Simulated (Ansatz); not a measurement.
# SrTiO3 (cubic perovskite type): from bands to localised orbitals

Aim: build maximally localised Wannier functions for SrTiO3 (cubic perovskite type) from several sets of trial orbitals, and check spreads and centres, and how well the models interpolate the bands. Plan: PBE, anion s p, 4×4×4; PBE, anion s p, 6×6×6; PBE, anion p, 4×4×4; PBE, metal d and anion p, 4×4×4; PBE, metal d and anion p, disentangled, 4×4×4; PBE, metal d, 4×4×4; r2SCAN, anion s p, 4×4×4; r2SCAN, metal d, 4×4×4; r2SCAN, anion p, 4×4×4 (level, trial orbitals, Wannier mesh).

Computed with Ansatz 0.2.0 (plane waves, PAW, unless a step's input says otherwise).

1 further run of the same task is left out (it didn't finish).

## Step 1: The system as given

Symmetry: Pm-3m, No. 221, cubic system. The conventional cell has a = 3.907 Å, b = 3.907 Å, c = 3.907 Å, α = 90.00°, β = 90.00°, γ = 90.00°. Around Sr (site symmetry m-3m) lie 12 O at 2.76 Å. Around Ti (site symmetry m-3m) lie 6 O at 1.95 Å. Around O (site symmetry 4/mmm) lie 2 Ti at 1.95 Å and 4 Sr at 2.76 Å.

As a file:

```xyz
5
Lattice="3.9069 0.0000 0.0000 0.0000 3.9069 0.0000 0.0000 0.0000 3.9069" Properties=species:S:1:pos:R:3 pbc="T T T"
Sr    0.0000    0.0000    0.0000
Ti    1.9534    1.9534    1.9534
O     1.9534    1.9534    0.0000
O     1.9534    0.0000    1.9534
O     0.0000    1.9534    1.9534
```

The cell was relaxed beforehand with r2SCAN; those runs aren't shown. No spin polarisation is used; should the compound be magnetic, its bands and low-energy spectrum would differ.

## Step 2: PBE, anion s p, 4×4×4

File input.yaml:

```yaml
crystal:
  lattice:
    - [3.9068515052, 0.0, 0.0]
    - [0.0, 3.9068515052, 0.0]
    - [0.0, 0.0, 3.9068515052]
  atoms:
    - { symbol: Sr, position: [0.0, 0.0, 0.0] }
    - { symbol: Ti, position: [0.5, 0.5, 0.5] }
    - { symbol: O, position: [0.5, 0.5, 0.0] }
    - { symbol: O, position: [0.5, 0.0, 0.5] }
    - { symbol: O, position: [0.0, 0.5, 0.5] }
kpoints:
  mp_grid: { grid: [6, 6, 6] }
  band_path:
    path:
      - [[0.0, 0.0, 0.0], [1.386522753271e-103, 0.5, 4.108017973566e-36], [0.5, 0.5, 9.037639541845e-35], [0.0, 0.0, 0.0], [0.5, 0.5, 0.5], [1.386522753271e-103, 0.5, 4.108017973566e-36]]
      - [[0.5, 0.5, 0.5], [0.5, 0.5, 9.037639541845e-35]]
    npoints: 10
hamiltonian:
  xc: pbe
scf:
  occupations: { method: fixed }
  n_extra_bands: 6
output:
  forces: false
  stress: false
  eigenvalues: true
  wannier:
    kmesh: [4, 4, 4]
    projections: [{ species: O, l: s, shell: 2 }, { species: O, l: p, shell: 2 }]
    minimise: true
    write_hr: true
    conv_tol: 1.0e-08
    max_iter: 3000
```

Run with:

```console
ansatz run input.yaml --threads 4 --pin off --max-ram 5529MiB --backend cpu --events-out ev --progress --plain --runs-dir out
```

Output (excerpt; [...] marks lines left out):

```text
Warning: RAYON_NUM_THREADS=4 ignored (pool sized by the plan → 4); use --threads N
scf.n_extra_bands = 6 over 20 filled bands (N_el = 40.0): the run solves 26 bands
[...]
Pseudopotentials: kind: paw
Pseudopotential: Sr, paw, valence charge 10, recommended cutoff 420 eV (normal), Sr.paw.azcp
Pseudopotential: Ti, paw, valence charge 12, recommended cutoff 420 eV (normal), Ti.paw.azcp
Pseudopotential: O, paw, valence charge 6, recommended cutoff 420 eV (normal), O.paw.azcp
Functional definition: PBE
[...]
Crystal: 5 atoms, lattice volume = 59.632 Å³
Basis set: ecut = 420 eV, 1189 PW (Γ)
Bands: 26, of which v1, the nominal top of the filled ones, is band 20 counted from 1 (19 counted from 0)
Symmetry: 48 space group operations
Space group: Pm-3m (ITA 221), of the structure as read, at distance tolerance 3.9e-5 Å
k-points: 20 of 216
[...]
SCF iter   1: F=—  HF=-7754.468483 eV  |F-HF|=—  |Δ(HF+E_count)|=         —  Δρ=1.96e-3  dr2=1.19e-3  ethr=1.77e-3  ⟨swp⟩=4.5  Hψ=2203  notcnv=0  defer=66
[...]
SCF iter   6: F=-7754.470538 eV  HF=-7754.470538 eV  |F-HF|=6.47e-9  |Δ(HF+E_count)|=   4.61e-7  Δρ=9.04e-6  dr2=5.35e-8  ethr=2.50e-10  ⟨swp⟩=10.1  Hψ=2127  notcnv=0
[...]
NSCF: frozen V_eff on 62 k-points
NSCF: frozen V_eff on 13 k-points
the Wannier pass solved 13 of the 64 points of its mesh, and has the states at the others by symmetry: states obtained by the crystal's operations at points that were solved too leave a residual of 3.44e-13 eV (read by the count's bands and the next), within 4.17e-6 eV
SCF converged after 6 iterations
Free energy (F): -7754.470538 eV
[...]
E sigma→0 (E₀):  -7754.470538 eV
Fermi energy:    9.974501 eV
[...]
--- Band table (eV; the first three rows and the last of 20) ---
  k-point 0: bands = ["-46.4253", "-22.7434", "-22.6865", "-22.6865", "-22.6865", "-7.4382", "-6.4566", "-6.4566", "-4.7388", "-4.7388", "-4.7388", "7.1636", "7.1636", "7.1636", "8.8041", "8.8041", "8.8041", "9.6281", "9.6281", "9.6281", "11.8574", "11.8574", "11.8574", "14.3118", [...]
Wannier search: line search 1 of at most 3000: gauge-dependent spread (as the search counts it) 2.2841724 Å², largest recent change 1.2e-1 Å² and fall left 9.4e-5 Å² against conv_tol 1.0e-8 Å², 0 stops escaped
WARN: <dir> 212 periodic images of 196 elements of H(R) lie 4.88e-4 to 1.95e-3 Å beyond their element's nearest image, near the 9.77e-4 Å window within which an element is shared among its images; whether they share it moves the interpolated H(k) by 6.9e-3 eV (Frobenius norm, root mean [...]
```

Run time: 1.6 s. Hardware: 4 threads of Arm Neoverse V2, shared host; peak memory 0.33 GiB.

wannier.win, as written (k points left out):

```
! ansatz wannier90 interface
! projections by site (counted from 0) and shell: 2 2S, 3 2S, 4 2S, 2 2P, 3 2P, 4 2P
! states of the run's bands (counted from 1): 6-8, 12-20
! their least projectability: 0.7068
num_bands = 12
num_wann  = 12
num_iter  = 2000
conv_tol = 1e-8
conv_window = 5
guiding_centres = true
write_hr = true

begin unit_cell_cart
Ang
  3.9068515052  0.0  0.0
  0.0  3.9068515052  0.0
  0.0  0.0  3.9068515052
end unit_cell_cart

begin atoms_frac
Sr  0.0  0.0  0.0
Ti  0.5  0.5  0.5
O  0.5  0.5  0.0
O  0.5  0.0  0.5
O  0.0  0.5  0.5
end atoms_frac

mp_grid = 4 4 4
```

wannier.win names the bands that the functions span: 6-8, 12-20 (counted from 1; 20 are filled).

The head of wannier.spreads.toml:

```toml
omega_i_ang2 = 12.20236900964126
omega_d_ang2 = 0.004033169446520234
omega_od_ang2 = 1.2572755669822917
omega_total_ang2 = 13.463677746070072
least_projectability = 0.7067885081344686
b_vectors_match_mmn = true
n_iter = 48
converged = true
rejected_fitted_steps = 1
```

The functions (centres in Å, on-site energies from the top of the filled bands):

```tsv
n	x	y	z	spread (Å²)	on-site (eV)	nearest atoms	distance (Å)
1	2.051	1.856	0.361	1.065	-7.822	O3	0.39
2	1.856	0.363	2.050	1.064	-7.831	O4	0.39
3	-0.001	1.739	1.970	1.180	-4.081	O5	0.21
4	2.049	1.858	-0.364	1.064	-7.841	O3	0.39
5	1.739	1.937	0.001	1.180	-4.082	O3	0.21
6	1.970	2.168	0.001	1.180	-4.082	O3	0.21
7	1.937	-0.001	1.739	1.180	-4.084	O4	0.21
8	2.167	0.001	1.970	1.180	-4.081	O4	0.21
9	1.857	-0.363	2.051	1.064	-7.831	O4	0.39
10	0.001	1.970	1.739	1.180	-4.084	O5	0.21
11	0.363	2.049	2.051	1.064	-7.831	O5	0.39
12	-0.363	2.050	2.050	1.064	-7.831	O5	0.39
```

The largest hoppings ⟨m, 0|H|n, R⟩, one of each Hermitian pair (signs follow the phases of the functions):

```tsv
m	n	R	distance (Å)	t (eV)
1	4	0 0 0	0.73	4.751
11	12	0 0 0	0.73	-4.750
2	9	0 0 0	0.73	4.750
7	9	0 0 0	0.48	-3.243
10	11	0 0 0	0.48	3.243
1	5	0 0 0	0.48	3.241
1	6	0 0 0	0.48	-3.241
2	7	0 0 0	0.48	3.240
```

Interpolated bands at the corners of the path, eV from the top of the filled bands (the lowest 4 left out):

```tsv
point	e5	e6	e7	e8	e9	e10	e11	e12
Γ	-2.81	-2.81	-1.17	-1.17	-1.17	-0.35	-0.35	-0.35
X	-2.83	-2.83	-2.47	-2.34	-2.34	-1.97	-0.72	-0.72
M	-4.51	-4.17	-2.84	-2.84	-1.71	-1.56	-1.56	-0.09
Γ	-2.81	-2.81	-1.17	-1.17	-1.17	-0.35	-0.35	-0.35
R	-4.15	-4.15	-3.72	-3.72	-3.72	0.00	0.00	0.00
X	-2.83	-2.83	-2.47	-2.34	-2.34	-1.97	-0.72	-0.72
R	-4.15	-4.15	-3.72	-3.72	-3.72	0.00	0.00	0.00
M	-4.51	-4.17	-2.84	-2.84	-1.71	-1.56	-1.56	-0.09
```

Along the path each interpolated band stays within 0.01, 0.01, 0.01, 0.01, 0.02, 0.02, 0.03, 0.03, 0.05, 0.06, 0.04, 0.02 eV of the nearest computed level, from the lowest band up.

## Step 3: PBE, anion s p, 6×6×6

input.yaml: that of step 2 with these lines changed.

```diff
@@ -28,3 +28,3 @@
   wannier:
-    kmesh: [4, 4, 4]
+    kmesh: [6, 6, 6]
     projections: [{ species: O, l: s, shell: 2 }, { species: O, l: p, shell: 2 }]
@@ -34 +34,5 @@
     max_iter: 3000
+  write_density: true
+  write_potential: true
+  elf: true
+  volumetric_format: npy
```

Run with:

```console
ansatz run input.yaml --threads 4 --pin off --max-ram 5529MiB --backend cpu --events-out ev --progress --plain --runs-dir out
```

Output (excerpt; [...] marks lines left out):

```text
Warning: RAYON_NUM_THREADS=4 ignored (pool sized by the plan → 4); use --threads N
scf.n_extra_bands = 6 over 20 filled bands (N_el = 40.0): the run solves 26 bands
[...]
[... 5 set-up lines as earlier in the session ...]
[...]
Crystal: 5 atoms, lattice volume = 59.632 Å³
Basis set: ecut = 420 eV, 1189 PW (Γ)
Bands: 26, of which v1, the nominal top of the filled ones, is band 20 counted from 1 (19 counted from 0)
[... 2 set-up lines as earlier in the session ...]
k-points: 20 of 216
[...]
SCF iter   1: F=—  HF=-7754.468483 eV  |F-HF|=—  |Δ(HF+E_count)|=         —  Δρ=1.96e-3  dr2=1.19e-3  ethr=1.77e-3  ⟨swp⟩=4.5  Hψ=2203  notcnv=0  defer=66
[...]
SCF iter   6: F=-7754.470538 eV  HF=-7754.470538 eV  |F-HF|=6.47e-9  |Δ(HF+E_count)|=   4.61e-7  Δρ=9.04e-6  dr2=5.35e-8  ethr=2.50e-10  ⟨swp⟩=10.1  Hψ=2127  notcnv=0
[...]
NSCF: frozen V_eff on 62 k-points
NSCF: frozen V_eff on 23 k-points
the Wannier pass solved 23 of the 216 points of its mesh, and has the states at the others by symmetry: states obtained by the crystal's operations at points that were solved too leave a residual of 3.26e-13 eV (read by the count's bands and the next), within 4.76e-6 eV
SCF converged after 6 iterations
Free energy (F): -7754.470538 eV
[...]
E sigma→0 (E₀):  -7754.470538 eV
Fermi energy:    9.974501 eV
[...]
--- Band table (eV; the first three rows and the last of 20) ---
[... band rows left out ...]
[...]
Wannier search: line search 1 of at most 3000: gauge-dependent spread (as the search counts it) 2.3144008 Å², largest recent change 1.4e-1 Å² and fall left 6.4e-5 Å² against conv_tol 1.0e-8 Å², 0 stops escaped
```

Run time: 2.3 s. Hardware: 4 threads of Arm Neoverse V2, shared host; peak memory 0.38 GiB.

wannier.win names the bands that the functions span: 6-8, 12-20 (counted from 1; 20 are filled).

The head of wannier.spreads.toml:

```toml
omega_i_ang2 = 12.94464354330222
omega_d_ang2 = 0.004060588557592296
omega_od_ang2 = 1.2346024506397504
omega_total_ang2 = 14.183306582499563
least_projectability = 0.7067885081763804
b_vectors_match_mmn = true
n_iter = 41
converged = true
rejected_fitted_steps = 1
```

The functions (centres in Å, on-site energies from the top of the filled bands):

```tsv
n	x	y	z	spread (Å²)	on-site (eV)	nearest atoms	distance (Å)
1	1.862	2.044	0.369	1.124	-8.015	O3	0.39
2	1.968	0.001	2.154	1.239	-3.911	O4	0.20
3	0.001	2.153	1.939	1.239	-3.907	O5	0.20
4	1.861	2.046	-0.367	1.125	-7.999	O3	0.39
5	2.153	1.968	-0.001	1.239	-3.908	O3	0.20
6	1.939	1.753	-0.001	1.239	-3.908	O3	0.20
7	2.045	0.368	1.861	1.125	-8.006	O4	0.39
8	1.753	-0.001	1.939	1.239	-3.907	O4	0.20
9	2.046	-0.368	1.862	1.125	-8.006	O4	0.39
10	-0.001	1.939	2.154	1.239	-3.910	O5	0.20
11	0.368	1.861	1.862	1.125	-8.006	O5	0.39
12	-0.368	1.862	1.861	1.125	-8.006	O5	0.39
```

Along the path each interpolated band stays within 0.00, 0.00, 0.00, 0.00, 0.00, 0.00, 0.01, 0.01, 0.01, 0.01, 0.01, 0.00 eV of the nearest computed level, from the lowest band up.

## Step 4: PBE, anion p, 4×4×4

input.yaml: that of step 3 with these lines changed.

```diff
@@ -28,4 +28,4 @@
   wannier:
-    kmesh: [6, 6, 6]
-    projections: [{ species: O, l: s, shell: 2 }, { species: O, l: p, shell: 2 }]
+    kmesh: [4, 4, 4]
+    projections: [{ species: O, l: p, shell: 2 }]
     minimise: true
@@ -34,5 +34 @@
     max_iter: 3000
-  write_density: true
-  write_potential: true
-  elf: true
-  volumetric_format: npy
```

Run with:

```console
ansatz run input.yaml --threads 4 --pin off --max-ram 5529MiB --backend cpu --events-out ev --progress --plain --runs-dir out
```

Output (excerpt; [...] marks lines left out):

```text
Warning: RAYON_NUM_THREADS=4 ignored (pool sized by the plan → 4); use --threads N
scf.n_extra_bands = 6 over 20 filled bands (N_el = 40.0): the run solves 26 bands
[...]
[... 5 set-up lines as earlier in the session ...]
[...]
Crystal: 5 atoms, lattice volume = 59.632 Å³
Basis set: ecut = 420 eV, 1189 PW (Γ)
Bands: 26, of which v1, the nominal top of the filled ones, is band 20 counted from 1 (19 counted from 0)
[... 2 set-up lines as earlier in the session ...]
k-points: 20 of 216
[...]
SCF iter   1: F=—  HF=-7754.468483 eV  |F-HF|=—  |Δ(HF+E_count)|=         —  Δρ=1.96e-3  dr2=1.19e-3  ethr=1.77e-3  ⟨swp⟩=4.5  Hψ=2203  notcnv=0  defer=66
[...]
SCF iter   6: F=-7754.470538 eV  HF=-7754.470538 eV  |F-HF|=6.47e-9  |Δ(HF+E_count)|=   4.61e-7  Δρ=9.04e-6  dr2=5.35e-8  ethr=2.50e-10  ⟨swp⟩=10.1  Hψ=2127  notcnv=0
[...]
NSCF: frozen V_eff on 62 k-points
NSCF: frozen V_eff on 13 k-points
the Wannier pass solved 13 of the 64 points of its mesh, and has the states at the others by symmetry: states obtained by the crystal's operations at points that were solved too leave a residual of 3.44e-13 eV (read by the count's bands and the next), within 4.17e-6 eV
SCF converged after 6 iterations
Free energy (F): -7754.470538 eV
[...]
E sigma→0 (E₀):  -7754.470538 eV
Fermi energy:    9.974501 eV
[...]
--- Band table (eV; the first three rows and the last of 20) ---
[... band rows left out ...]
[...]
Wannier search: line search 1 of at most 3000: gauge-dependent spread (as the search counts it) 0.1263811 Å², largest recent change 3.6e-3 Å² and fall left 1.2e-6 Å² against conv_tol 1.0e-8 Å², 0 stops escaped
```

Run time: 1.4 s. Hardware: 4 threads of Arm Neoverse V2, shared host; peak memory 0.33 GiB.

wannier.win names the bands that the functions span: 12-20 (counted from 1; 20 are filled).

The head of wannier.spreads.toml:

```toml
omega_i_ang2 = 10.60158561621284
omega_d_ang2 = 0.00000000000000000000011779249388335865
omega_od_ang2 = 0.12637922110872868
omega_total_ang2 = 10.727964837321569
least_projectability = 0.781895394038067
b_vectors_match_mmn = true
n_iter = 7
converged = true
rejected_fitted_steps = 0
```

The functions (centres in Å, on-site energies from the top of the filled bands):

```tsv
n	x	y	z	spread (Å²)	on-site (eV)	nearest atoms	distance (Å)
1	1.953	1.953	0.000	1.137	-3.067	O3	0.00
2	1.953	1.953	0.000	1.220	-2.071	O3	0.00
3	1.953	1.953	0.000	1.220	-2.071	O3	0.00
4	1.953	0.000	1.953	1.220	-2.071	O4	0.00
5	1.953	0.000	1.953	1.220	-2.071	O4	0.00
6	1.953	0.000	1.953	1.137	-3.067	O4	0.00
7	0.000	1.953	1.953	1.220	-2.071	O5	0.00
8	0.000	1.953	1.953	1.137	-3.067	O5	0.00
9	0.000	1.953	1.953	1.220	-2.071	O5	0.00
```

The largest hoppings ⟨m, 0|H|n, R⟩, one of each Hermitian pair (signs follow the phases of the functions):

```tsv
m	n	R	distance (Å)	t (eV)
1	1	0 0 1	3.91	0.666
6	6	0 1 0	3.91	0.666
8	8	1 0 0	3.91	0.666
9	5	0 1 0	2.76	0.534
5	9	1 0 0	2.76	0.534
2	7	1 0 0	2.76	0.534
7	2	0 0 1	2.76	0.534
3	4	0 1 0	2.76	0.534
```

Interpolated bands at the corners of the path, eV from the top of the filled bands (the lowest 1 left out):

```tsv
point	e2	e3	e4	e5	e6	e7	e8	e9
Γ	-2.81	-2.81	-1.17	-1.17	-1.17	-0.35	-0.35	-0.35
X	-2.83	-2.83	-2.47	-2.34	-2.34	-1.97	-0.72	-0.72
M	-4.51	-4.17	-2.84	-2.84	-1.71	-1.56	-1.56	-0.09
Γ	-2.81	-2.81	-1.17	-1.17	-1.17	-0.35	-0.35	-0.35
R	-4.15	-4.15	-3.72	-3.72	-3.72	0.00	0.00	0.00
X	-2.83	-2.83	-2.47	-2.34	-2.34	-1.97	-0.72	-0.72
R	-4.15	-4.15	-3.72	-3.72	-3.72	0.00	0.00	0.00
M	-4.51	-4.17	-2.84	-2.84	-1.71	-1.56	-1.56	-0.09
```

Along the path each interpolated band stays within 0.01, 0.02, 0.02, 0.04, 0.04, 0.05, 0.05, 0.04, 0.02 eV of the nearest computed level, from the lowest band up.

## Step 5: PBE, metal d and anion p, 4×4×4

input.yaml: that of step 4 with these lines changed.

```diff
@@ -29,3 +29,3 @@
     kmesh: [4, 4, 4]
-    projections: [{ species: O, l: p, shell: 2 }]
+    projections: [{ species: Ti, l: d, shell: 3 }, { species: O, l: p, shell: 2 }]
     minimise: true
```

Run with:

```console
ansatz run input.yaml --threads 4 --pin off --max-ram 5529MiB --backend cpu --events-out ev --progress --plain --runs-dir out
```

Output (excerpt; [...] marks lines left out):

```text
Warning: RAYON_NUM_THREADS=4 ignored (pool sized by the plan → 4); use --threads N
scf.n_extra_bands = 6 over 20 filled bands (N_el = 40.0): the run solves 26 bands
[...]
[... 5 set-up lines as earlier in the session ...]
[...]
Crystal: 5 atoms, lattice volume = 59.632 Å³
Basis set: ecut = 420 eV, 1189 PW (Γ)
Bands: 26, of which v1, the nominal top of the filled ones, is band 20 counted from 1 (19 counted from 0)
[... 2 set-up lines as earlier in the session ...]
k-points: 20 of 216
[...]
NSCF: frozen V_eff on 62 k-points
NSCF: frozen V_eff on 13 k-points
the Wannier pass solved 13 of the 64 points of its mesh, and has the states at the others by symmetry: states obtained by the crystal's operations at points that were solved too leave a residual of 3.44e-13 eV (read by the count's bands and the next), within 4.17e-6 eV
NSCF: frozen V_eff on 13 k-points
the Wannier pass solved 13 of the 64 points of its mesh, and has the states at the others by symmetry: states obtained by the crystal's operations at points that were solved too leave a residual of 2.92e-13 eV (read by the count's bands and the next), within 4.17e-6 eV
SCF converged after 6 iterations
Free energy (F): -7754.470538 eV
[...]
E sigma→0 (E₀):  -7754.470538 eV
Fermi energy:    9.974501 eV
[...]
--- Band table (eV; the first three rows and the last of 20) ---
[... band rows left out ...]
[...]
Wannier search: line search 1 of at most 3000: gauge-dependent spread (as the search counts it) 0.2819736 Å², largest recent change 1.8e-1 Å² and fall left 3.4e-5 Å² against conv_tol 1.0e-8 Å², 0 stops escaped
```

Wall time 2.1 s (4 threads of Arm Neoverse V2, shared host); peak memory 0.34 GiB.

wannier.win names the bands that the functions span: 12-20, combinations of 21-28 (counted from 1; 20 are filled). Combinations are drawn from entangled bands, so such a model needn't follow any one band.

The head of wannier.spreads.toml:

```toml
omega_i_ang2 = 12.453509787640236
omega_d_ang2 = 0.00000000000000000000000031318653092890144
omega_od_ang2 = 0.28188742936333805
omega_total_ang2 = 12.735397217003575
least_projectability = 0.6221083173674742
b_vectors_match_mmn = true
n_iter = 8
converged = true
rejected_fitted_steps = 0
```

The functions (centres in Å, on-site energies from the top of the filled bands):

```tsv
n	x	y	z	spread (Å²)	on-site (eV)	nearest atoms	distance (Å)
1	1.953	1.953	1.953	0.951	4.385	Ti2	0.00
2	1.953	1.953	1.953	0.866	2.503	Ti2	0.00
3	1.953	1.953	1.953	0.866	2.503	Ti2	0.00
4	1.953	1.953	1.953	0.951	4.385	Ti2	0.00
5	1.953	1.953	1.953	0.866	2.503	Ti2	0.00
6	1.953	1.953	0.000	0.817	-1.781	O3	0.00
7	1.953	1.953	0.000	0.964	-1.585	O3	0.00
8	1.953	1.953	0.000	0.964	-1.585	O3	0.00
9	1.953	0.000	1.953	0.964	-1.585	O4	0.00
10	1.953	0.000	1.953	0.964	-1.585	O4	0.00
11	1.953	0.000	1.953	0.817	-1.782	O4	0.00
12	0.000	1.953	1.953	0.964	-1.585	O5	0.00
13	0.000	1.953	1.953	0.817	-1.782	O5	0.00
14	0.000	1.953	1.953	0.964	-1.585	O5	0.00
```

The largest hoppings ⟨m, 0|H|n, R⟩, one of each Hermitian pair (signs follow the phases of the functions):

```tsv
m	n	R	distance (Å)	t (eV)
1	6	0 0 0	1.95	-2.271
1	6	0 0 1	1.95	2.271
4	13	1 0 0	1.95	1.966
4	13	0 0 0	1.95	-1.966
4	11	0 1 0	1.95	-1.966
4	11	0 0 0	1.95	1.966
3	9	0 1 0	1.95	-1.161
3	9	0 0 0	1.95	1.161
```

Interpolated bands at the corners of the path, eV from the top of the filled bands (the lowest 6 left out):

```tsv
point	e7	e8	e9	e10	e11	e12	e13	e14
Γ	-0.35	-0.35	-0.35	1.88	1.88	1.88	4.34	4.34
X	-1.97	-0.72	-0.72	2.05	3.80	3.80	4.35	6.54
M	-1.56	-1.56	-0.09	3.81	3.81	4.27	5.32	8.39
Γ	-0.35	-0.35	-0.35	1.88	1.88	1.88	4.34	4.34
R	0.00	0.00	0.00	4.48	4.48	4.48	8.39	8.39
X	-1.97	-0.72	-0.72	2.05	3.80	3.80	4.35	6.54
R	0.00	0.00	0.00	4.48	4.48	4.48	8.39	8.39
M	-1.56	-1.56	-0.09	3.81	3.81	4.27	5.32	8.39
```

Along the path each interpolated band stays within 0.02, 0.01, 0.01, 0.01, 0.00, 0.02, 0.01, 0.01, 0.01, 0.02, 0.01, 0.01 and so on, 1.42 at most for the rest, eV of the nearest computed level, from the lowest band up.

Misses of an eV or more mean that the model does not follow those bands.

[end of part 1 of 2]
